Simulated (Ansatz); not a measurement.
A crystal relaxed with r2SCAN in Ansatz 0.2.0 has space group R-3c:H (No. 167) and a = 4.759 Å, c = 12.995 Å.

| atom | site | x | y | z |
| --- | --- | --- | --- | --- |
| Xx | 12c | 0.0000 | 0.0000 | 0.3519 |
| O | 18e | 0.6936 | 0.0000 | 0.2500 |

r2SCAN gives a direct gap of 7.14 eV at Γ. With HSE06 the gap is 8.11 eV and direct, at Γ. Meshes: r2SCAN 6×6×6, HSE06 4×4×4. r2SCAN's ε∞ is 3.1 along x and y, 3.0 along z.

Problem. Which element is Xx?
A. In
B. Tl
C. Al
D. B

Solution. C. Xx is Al: corundum Al2O3. Around Al lie 6 O at 1.86–1.97 Å; around O lie 4 Al at 1.86–1.97 Å.

Calculated for a static, non-magnetic cell.

The meshes of the hybrids are coarse, so their gaps aren't converged to the digits shown.
